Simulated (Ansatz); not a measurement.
This log comes from Ansatz, run on a 4-atom cell of CdS started from a crystallographic database. The cell was relaxed beforehand with r2SCAN.

The cell given to it:
```
CELL_PARAMETERS angstrom
4.16462 0.00000 0.00000
-2.08231 3.60667 0.00000
0.00000 0.00000 6.76598
ATOMIC_POSITIONS crystal
Cd 0.33333 0.66667 0.99903
Cd 0.66667 0.33333 0.49903
S 0.33333 0.66667 0.37597
S 0.66667 0.33333 0.87597
```

Main lines of the log:
```
scf.n_extra_bands = 5 over 26 filled bands (N_el = 52.0): the run solves 31 bands
Pseudopotential: Cd, paw, valence charge 20, recommended cutoff 420 eV (normal)
Pseudopotential: S, paw, valence charge 6, recommended cutoff 420 eV (normal)
Functional definition: HSE06
Crystal: 4 atoms, lattice volume = 101.628 Å³
Basis set: ecut = 420 eV, 1985 PW (Γ)
Bands: 31, of which v1, the nominal top of the filled ones, is band 26 counted from 1 (25 counted from 0)
Symmetry: 12 space group operations
Space group: P63mc (ITA 186)
k-points: 21 of 144 (time reversal used)
[warm-up without exact exchange]
SCF 1 stopped early in 2 iterations: F = -18315.645005 eV  dr2 = 2.37e-5
[exact exchange on]
Exchange kernel: α = 0.2500, screened, ω = 0.2079 Å⁻¹, Wigner–Seitz truncation, v(0) = 1046.8426 eV·Å³, q-mesh 6×6×4
SCF 2 stopped early in 6 iterations: F = -18324.399012 eV  dr2 = 2.12e-6
hybrid outer 1: dexx = +1.674e-2 eV, tail = 5.03e-5 eV
SCF 3 converged in 5 iterations: F = -18324.399064 eV  dr2 = 1.11e-9
hybrid outer 2: dexx = +4.454e-7 eV, tail = 4.39e-8 eV, Δε = 2.82e-3 eV, ΔF = 5.26e-4 eV/Å
hybrid SCF converged: 2 outer / 11 inner (+2 warm-up)
Free energy (F): -18324.399065 eV
Fermi energy:    5.930951 eV
--- Forces (eV/Å), atoms counted from 1 ---
  atom   1  Cd      0.00000      0.00000    -0.00179
  atom   2  Cd      0.00000      0.00000    -0.00179
  atom   3  S       0.00000      0.00000      0.00176
  atom   4  S       0.00000      0.00000      0.00176
--- Stress (GPa, compression-positive) ---
        0.215247       0.000000       0.000000
        0.000000       0.215247       0.000000
        0.000000       0.000000       0.216779
  P = ⅓ Tr σ = 0.2158 GPa (2.158 kbar)
--- Band table (eV; the first three rows and the last of 21) ---
  k-point 0: bands = […, 1.4199, 5.1480, 5.1480, 5.8950, 5.9310, 5.9310, 8.1213, 9.7776, 13.5597, 13.5597, …]
  k-point 1: bands = […, 2.0346, 4.9410, 5.2566, 5.2566, 5.8098, 5.8098, 8.9622, 9.8555, 13.3763, 13.6236, …]
  k-point 2: bands = […, 3.4021, 3.4021, 5.5270, 5.5270, 5.5270, 5.5270, 9.8137, 9.8137, 13.2147, 13.2147, …]
  k-point 20: bands = […, 1.7820, 1.7820, 3.4220, 3.4220, 4.7873, 4.7873, 11.4461, 11.4461, 13.0579, 13.0579, …]
```

bands.tsv, columns around the gap (it counts bands from 0):
```tsv
# k_distance	band_21	band_22	band_23	band_24	band_25	band_26	band_27	band_28	band_29
# fermi_ev = 5.930951
# [0, 0, 0] at k_distance = 0.000000
# [0.5, 0, 0] at k_distance = 0.871051
# [0.3333333333, 0.3333333333, 0] at k_distance = 1.373953
# [0, 0, 0.5] at k_distance = 2.481760
# [0.5, 0, 0.5] at k_distance = 3.352811
# [0.3333333333, 0.3333333333, 0.5] at k_distance = 3.855713
# levels_relative_to = fermi_ev
0.000	-0.783	-0.783	-0.036	0.000	0.000	2.190	3.847	7.629	7.629
0.871	-3.636	-2.721	-1.934	-1.318	-0.781	4.810	4.922	6.098	7.599
1.374	-3.781	-3.190	-1.904	-1.904	-1.705	5.631	6.322	6.322	8.189
2.482	-2.529	-0.404	-0.404	-0.404	-0.404	3.883	3.883	7.284	7.284
3.353	-4.292	-1.389	-1.389	-1.358	-1.358	4.513	4.513	6.476	6.476
3.856	-4.149	-2.509	-2.509	-1.144	-1.144	5.515	5.515	7.127	7.127
```
In order the rows are Γ, M, K, A, L, H.

Problem. Reconstruct the input.

Solution.
```yaml
crystal:
  # lattice and atoms as above
kpoints:
  mp_grid: { grid: [6, 6, 4] }
  band_path:
    path:
      - [0.0, 0.0, 0.0]
      - [0.5, 0.0, 0.0]
      - [0.3333333333, 0.3333333333, 0.0]
      - [0.0, 0.0, 0.5]
      - [0.5, 0.0, 0.5]
      - [0.3333333333, 0.3333333333, 0.5]
    npoints: 1
hamiltonian:
  xc: hse06
scf:
  occupations: { method: fixed }
  n_extra_bands: 5
output:
  forces: true
  stress: true
  eigenvalues: true
```
A single point prints forces and stress when the output block asks for them. The exchange loop shows exact exchange. This is the file that was run; thresholds and some counts can't be read off the log exactly.

Command: `ansatz run input.yaml --threads 2 --pin off --max-ram 2211MiB --backend cpu --events-out ev --progress --plain --runs-dir out`.

No spin polarisation and no zero-point or thermal motion.

Spin-orbit coupling is left out.

The stress of a hybrid is loosely converged in these runs.

The meshes of the hybrids are coarse, so their gaps aren't converged to the digits shown.
